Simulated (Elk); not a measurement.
## FeGe: moments or none

Wanted: the moments of FeGe and the energy gained by spin polarisation.

Method: PBE; all-electron APW+lo, Dirac cores, scalar-relativistic bands, in Elk 11.2.3 (patched build).

## Step 1: The starting structure

The structure is hexagonal, space group P6/mmm (No. 191). The conventional cell has a = 4.998 Å, b = 4.998 Å, c = 4.116 Å, α = 90.00°, β = 90.00°, γ = 120.00°. Nearest to Fe lie 4 Fe at 2.50 Å and 6 Ge at 2.50 to 2.51 Å. Nearest to Ge lie 6 Fe at 2.50 Å. Ge has 6 Fe at 2.51 Å nearest. Farther neighbours are not listed.

The cell comes from a database of computed structures and need not be the stable phase.

## Step 2: Order 1, typed as ferro +++

Parallel moments need no larger cell; this start tests for a ferromagnetic state only.

Moments are seeded by fields in the spheres (the last three columns under atoms), set against the wanted direction and reduced each loop.

File elk.in:

```
tasks
  0

xctype
  20

rgkmax
  7.0

nempty
  12

swidth
  0.001837

reducebf
  0.5

epsengy
  1e-05

maxscl
  100

lmaxi
  3

spinpol
  .true.

sppath
  './'

avec
  9.44409969445 0.00000000000 0.00000000000
  -4.72204984723 8.17883025124 0.00000000000
  0.00000000000 0.00000000000 7.77766174582

atoms
  2
  'Fe.in'
  3
  0.5000000000 0.0000000000 0.0000000000   0.000000 0.000000 -0.140000
  0.5000000000 0.5000000000 0.0000000000   0.000000 0.000000 -0.140000
  0.0000000000 0.5000000000 0.0000000000   0.000000 0.000000 -0.140000
  'Ge.in'
  3
  0.0000000000 0.0000000000 0.0000000000   0.000000 0.000000 0.000000
  0.3333333300 0.6666666700 0.5000000000   0.000000 0.000000 0.000000
  0.6666666700 0.3333333300 0.5000000000   0.000000 0.000000 0.000000

ngridk
  8 8 8
```

The run is started by

```sh
> OMP_NUM_THREADS=4 elk
```

Numbers of over 12 decimals in the logs are rounded to 6 here.

The log of the run:

```text
Warning(gndstate): core states of species 2 leak from the muffin-tin :   0.4825604869E-03

--- INFO.OUT ---
┌─────────────────────────┐
│ Elk code version 11.2.3 │
└─────────────────────────┘

All units are atomic (Hartree, Bohr, etc.)

┌─────────────────────────────────────────────────┐
│ Ground-state run starting from atomic densities │
└─────────────────────────────────────────────────┘

Lattice vectors :
   9.444099694       0.000000000       0.000000000
  -4.722049847       8.178830251       0.000000000
   0.000000000       0.000000000       7.777661746

Reciprocal lattice vectors :
  0.6653027298      0.3841127101      -0.000000000
   0.000000000      0.7682254203       0.000000000
   0.000000000      -0.000000000      0.8078501628

Unit cell volume      :    600.7597241
Brillouin zone volume :   0.4128942129

Muffin-tin inner radius fraction :   0.1000000000E-01

Nuclei treated as point charges

Species : 1 (Fe)
 parameters loaded from : Fe.in
 name : iron
 nuclear charge    :   -26.00000000
 electronic charge :    26.00000000
 atomic mass :    101799.2075
 muffin-tin radius :    2.336024924
 number of radial points in muffin-tin :    993
 inner part over the whole radius :   0.9975523402E-02
 number on inner part of muffin-tin    :    700
 approximate nuclear radius :   0.7160107270E-04
 number of mesh points to nuclear radius :    332
 atomic positions (lattice), magnetic fields (Cartesian) :
  1 :   0.00000000  0.00000000  0.00000000    0.00000000  0.00000000 -0.14000000
  2 :   0.00000000  0.50000000  0.00000000    0.00000000  0.00000000 -0.14000000
  3 :   0.50000000  0.50000000  0.00000000    0.00000000  0.00000000 -0.14000000

Species : 2 (Ge)
 parameters loaded from : Ge.in
 name : germanium
 nuclear charge    :   -32.00000000
 electronic charge :    32.00000000
 atomic mass :    132414.6196
 muffin-tin radius :    2.336024924
 number of radial points in muffin-tin :    993
 inner part over the whole radius :   0.9985464432E-02
 number on inner part of muffin-tin    :    702
 approximate nuclear radius :   0.7637961215E-04
 number of mesh points to nuclear radius :    341
 atomic positions (lattice), magnetic fields (Cartesian) :
  1 :   0.50000000  0.00000000  0.00000000    0.00000000  0.00000000  0.00000000
  2 :  -0.16666667 -0.33333333  0.50000000    0.00000000  0.00000000  0.00000000
  3 :   0.16666667  0.33333333  0.50000000    0.00000000  0.00000000  0.00000000

Total number of atoms per unit cell :    6
Total muffin-tin volume :    320.3850746
 ratio of muffin-tin to unit cell volume :   0.5332998563

Spin treatment :
 spin-polarised
 global magnetic field (Cartesian) :    0.000000000       0.000000000       0.000000000
 collinear magnetisation in z-direction

Number of Bravais lattice symmetries :   24
Number of crystal symmetries         :   24
Crystal has inversion symmetry
Real symmetric eigensolver will be used

k-point grid :      8     8     8
k-point offset :    0.000000000       0.000000000       0.000000000
k-point set is reduced with full crystal symmetry group
Total number of k-points :       50

Muffin-tin radius times maximum |G+k| :    7.000000000
 using average radius
Maximum |G+k| for APW functions       :    2.996543371
Maximum (1/2)|G+k|²                   :    4.489636088
Maximum |G| for potential and density :    12.00000000
Constant for pseudocharge density :    7
 order of it for each species :   14  14
 order of it for pair densities of each species (exact exchange by exxq0 0: 14) :   10  10
Radial integration step length :    1

G-vector grid sizes :     40    40    30
Number of G-vectors :    17501

Maximum angular momentum used for
 APW functions            :    8
 outer part of muffin-tin :    6
 inner part of muffin-tin :    3

Total nuclear charge    :   -174.0000000
Total core charge       :    84.00000000
Total valence charge    :    90.00000000
Total excess charge     :    0.000000000
Total electronic charge :    174.0000000

Effective Wigner radius, rₛ :   0.9376073083

Number of empty states         :     72
Total number of valence states :    236
Total number of core states    :     84

Third-order local-orbitals added for an l without core states : T
Total number of local-orbitals :    129

Exchange-correlation functional :     20     0     0
 Perdew-Burke-Ernzerhof, Phys. Rev. Lett. 77, 3865 (1996)
 gradient requirement :    1
 generalised gradient approximation (GGA)

Smearing type :    3
 Fermi-Dirac
Smearing width :   0.1837000000E-02
Effective electronic temperature (K) :    580.0787206

Mixing type :    3
 Broyden mixing, J. Phys. A: Math. Gen. 17, L317 (1984)

Kohn-Sham potential initialised from atomic data

┌──────────────────────────────┐
│ Self-consistent loop started │
└──────────────────────────────┘

┌─────────────────┐
│ Loop number : 1 │
└─────────────────┘

Energies :
 Fermi                       :     0.150375
 sum of occupied eigenvalues :     -5846.8155096602
 electron kinetic            :      10306.384372267
 core electron kinetic       :      9408.2019914798
 Coulomb                     :     -20014.439730448
 Coulomb potential           :     -15587.540718215
 nuclear-nuclear             :     -1509.5448382525
 electron-nuclear            :     -21469.647468636
 Hartree                     :      2964.7525764399
 Madelung                    :     -12220.669371341
 xc potential                :     -565.37000213227
 xc effective B-field        :    -0.207737
 external B-field            :      0.000000
 exchange                    :     -399.88716870302
 correlation                 :     -8.375677
 electron entropic           :    -0.12592669965774E-02
 total energy                :     -10116.319463440
 (external B-field energy excluded from total)

Density of states at Fermi energy :    110.4346844
 (states/Hartree/unit cell)

Estimated indirect band gap :   0.1346065313E-03
 from k-point 46 to k-point 41
Estimated direct band gap   :   0.1055158076E-02
 at k-point 33

Charges :
 core                        :    84.00000000
 valence                     :    90.00000000
 interstitial                :    6.683805130
 muffin-tins (core leakage)
  species : 1 (Fe)
   atom 1                    :    25.73186148     ( -0.2242533164E-06)
   atom 2                    :    25.73186148     ( -0.2242533164E-06)
   atom 3                    :    25.73186148     ( -0.2242533164E-06)
  species : 2 (Ge)
   atom 1                    :    29.98539349     (  0.5040456800E-03)
   atom 2                    :    30.06760848     (  0.5071261849E-03)
   atom 3                    :    30.06760848     (  0.5071261849E-03)
 total in muffin-tins        :    167.3161949
 total calculated charge     :    173.9972339
[...]
┌─────────────────┐
│ Loop number : 2 │
└─────────────────┘

Energies :
 Fermi                       :     0.154096
 sum of occupied eigenvalues :     -5846.4974938043
 electron kinetic            :      10310.427127568
 core electron kinetic       :      9410.7082673485
 Coulomb                     :     -20013.808600345
 Coulomb potential           :     -15588.401701554
 nuclear-nuclear             :     -1509.5448382525
 electron-nuclear            :     -21467.495348728
 Hartree                     :      2963.2315866350
 Madelung                    :     -12219.607749568
 xc potential                :     -568.24179139108
 xc effective B-field        :    -0.210726
 external B-field            :      0.000000
 exchange                    :     -399.79866311450
 correlation                 :     -8.375123
 electron entropic           :    -0.12294469752553E-02
 total energy                :     -10111.556488306
 (external B-field energy excluded from total)

Density of states at Fermi energy :    107.7763687
 (states/Hartree/unit cell)

Estimated indirect band gap :   0.3905987103E-03
 from k-point 48 to k-point 44
Estimated direct band gap   :   0.9761566188E-03
 at k-point 33

Charges :
 core                        :    84.00000000
 valence                     :    90.00000000
 interstitial                :    6.730104364
 muffin-tins (core leakage)
  species : 1 (Fe)
   atom 1                    :    25.69770648     ( -0.2242532968E-06)
   atom 2                    :    25.69770648     ( -0.2242532968E-06)
   atom 3                    :    25.69770648     ( -0.2242532968E-06)
  species : 2 (Ge)
   atom 1                    :    30.00309342     (  0.5032962428E-03)
   atom 2                    :    30.08684139     (  0.5063988363E-03)
   atom 3                    :    30.08684139     (  0.5063988363E-03)
 total in muffin-tins        :    167.2698956
 total calculated charge     :    173.9972441
 total charge                :    174.0000000
 error                       :   0.2755898818E-02

Moments :
 interstitial                :  -0.1969787270
 muffin-tins
  species : 1 (Fe)
   atom 1                    :    1.834571136
   atom 2                    :    1.834571136
   atom 3                    :    1.834571136
  species : 2 (Ge)
   atom 1                    :  -0.1034911264
   atom 2                    :  -0.6347165221E-01
   atom 3                    :  -0.6347165221E-01
 total in muffin-tins        :    5.273278976
 total moment                :    5.076300249

RMS change in Kohn-Sham potential (target) :    4.794476279     (  0.1000000000E-05)
Absolute change in total energy (target)   :    4.762975134     (  0.1000000000E-04)

[... loops 3 to 17 left out ...]

┌──────────────────┐
│ Loop number : 18 │
└──────────────────┘

Energies :
 Fermi                       :     0.300068
 sum of occupied eigenvalues :     -5828.4510972231
 electron kinetic            :      10300.335479536
 core electron kinetic       :      9407.9791186284
 Coulomb                     :     -20008.840868237
 Coulomb potential           :     -15599.569492785
 nuclear-nuclear             :     -1509.5448382525
 electron-nuclear            :     -21445.817104819
 Hartree                     :      2946.5210748342
 Madelung                    :     -12209.056121845
 xc potential                :     -529.06902128145
 xc effective B-field        :    -0.148061
 external B-field            :      0.000000
 exchange                    :     -398.82448987090
 correlation                 :     -8.371408
 electron entropic           :    -0.14092630905467E-02
 total energy                :     -10115.702695627
 (external B-field energy excluded from total)

Density of states at Fermi energy :    124.6731413
 (states/Hartree/unit cell)

Estimated indirect band gap :   0.9695776416E-03
 from k-point 48 to k-point 30
Estimated direct band gap   :   0.1117344756E-02
 at k-point 45

Charges :
 core                        :    84.00000000
 valence                     :    90.00000000
 interstitial                :    7.379074798
 muffin-tins (core leakage)
  species : 1 (Fe)
   atom 1                    :    25.12372052     ( -0.2242531316E-06)
   atom 2                    :    25.12372052     ( -0.2242531316E-06)
   atom 3                    :    25.12372052     ( -0.2242531316E-06)
  species : 2 (Ge)
   atom 1                    :    30.39216624     (  0.4805834885E-03)
   atom 2                    :    30.42879870     (  0.4825605867E-03)
   atom 3                    :    30.42879870     (  0.4825605867E-03)
 total in muffin-tins        :    166.6209252
 total calculated charge     :    173.9973286
 total charge                :    174.0000000
 error                       :   0.2671426093E-02

Moments :
 interstitial                :  -0.1120710715
 muffin-tins
  species : 1 (Fe)
   atom 1                    :    1.480077786
   atom 2                    :    1.480077786
   atom 3                    :    1.480077786
  species : 2 (Ge)
   atom 1                    :  -0.8869723826E-01
   atom 2                    :  -0.6028809439E-01
   atom 3                    :  -0.6028809439E-01
 total in muffin-tins        :    4.230959931
 total moment                :    4.118888860

RMS change in Kohn-Sham potential (target) :   0.5879857667E-06 (  0.1000000000E-05)
Absolute change in total energy (target)   :   0.5512483767E-06 (  0.1000000000E-04)

Convergence targets achieved

┌──────────────────┐
│ Loop number : 19 │
└──────────────────┘

Energies :
 Fermi                       :     0.300069
 sum of occupied eigenvalues :     -5828.4510852468
 electron kinetic            :      10300.335475158
 core electron kinetic       :      9407.9791400945
 Coulomb                     :     -20008.840838088
 Coulomb potential           :     -15599.569516699
 nuclear-nuclear             :     -1509.5448382525
 electron-nuclear            :     -21445.817017135
 Hartree                     :      2946.5210173001
 Madelung                    :     -12209.056079738
 xc potential                :     -529.06897691207
 xc effective B-field        :    -0.148068
 external B-field            :      0.000000
 exchange                    :     -398.82449107680
 correlation                 :     -8.371407
 electron entropic           :    -0.14093084786926E-02
 total energy                :     -10115.702670701
 (external B-field energy excluded from total)

Density of states at Fermi energy :    124.6781128
 (states/Hartree/unit cell)

Estimated indirect band gap :   0.9701813402E-03
 from k-point 48 to k-point 30
Estimated direct band gap   :   0.1117992230E-02
 at k-point 45

Charges :
 core                        :    84.00000000
 valence                     :    90.00000000
 interstitial                :    7.379077739
 muffin-tins (core leakage)
  species : 1 (Fe)
   atom 1                    :    25.12371876     ( -0.2242532577E-06)
   atom 2                    :    25.12371876     ( -0.2242532577E-06)
   atom 3                    :    25.12371876     ( -0.2242532577E-06)
  species : 2 (Ge)
   atom 1                    :    30.39216757     (  0.4805835519E-03)
   atom 2                    :    30.42879921     (  0.4825604869E-03)
   atom 3                    :    30.42879921     (  0.4825604869E-03)
 total in muffin-tins        :    166.6209223
 total calculated charge     :    173.9973286
 total charge                :    174.0000000
 error                       :   0.2671418920E-02

Moments :
 interstitial                :  -0.1120751275
 muffin-tins
  species : 1 (Fe)
   atom 1                    :    1.480117037
   atom 2                    :    1.480117037
   atom 3                    :    1.480117037
  species : 2 (Ge)
   atom 1                    :  -0.8870743926E-01
   atom 2                    :  -0.6028888470E-01
   atom 3                    :  -0.6028888470E-01
 total in muffin-tins        :    4.231065901
 total moment                :    4.118990774

┌──────────────────────────────┐
│ Self-consistent loop stopped │
└──────────────────────────────┘

Warning : core states of species 2 leak from the muffin-tin :   0.4825604869E-03

Wrote STATE.OUT
```

The job ended after 10 min (4 threads of Arm Neoverse V1, shared host; peak memory 0.6 GiB; 39 min of CPU time).

Spin moment in the muffin-tin sphere by atom:

| atom | spin moment in the muffin-tin sphere (μB) |
| --- | --- |
| Fe1 | 1.48 |
| Fe2 | 1.48 |
| Fe3 | 1.48 |
| Ge4 | -0.09 |
| Ge5 | -0.06 |
| Ge6 | -0.06 |

This step gave:

```
density of states at the Fermi level : 4.582 states/eV/cell
moment between the spheres           : -0.1121 μB
magnetization                        : 4.119 μB
final state                          : ferromagnetic
```

After 19 cycles the largest moment stands at 1.48 μB.

(Part 1 of 2 ends here.)

[Logs and program files are shortened in this print: banners, set-up blocks, solver, clock and traceback lines can be left out without a mark of their own.]

[Logs are printed without paths, hosts, clocks, repeated set-up lines and the standing remarks that a program may print on its own settings, such as how far it seeks lower states.]

[Hosts, paths, dates, database ids (printed as entryN), source tags and the programs' standing remarks are cut or masked in the printed files.]

[Where a cell is said to come from a database of computed structures, the database is the Materials Project.]
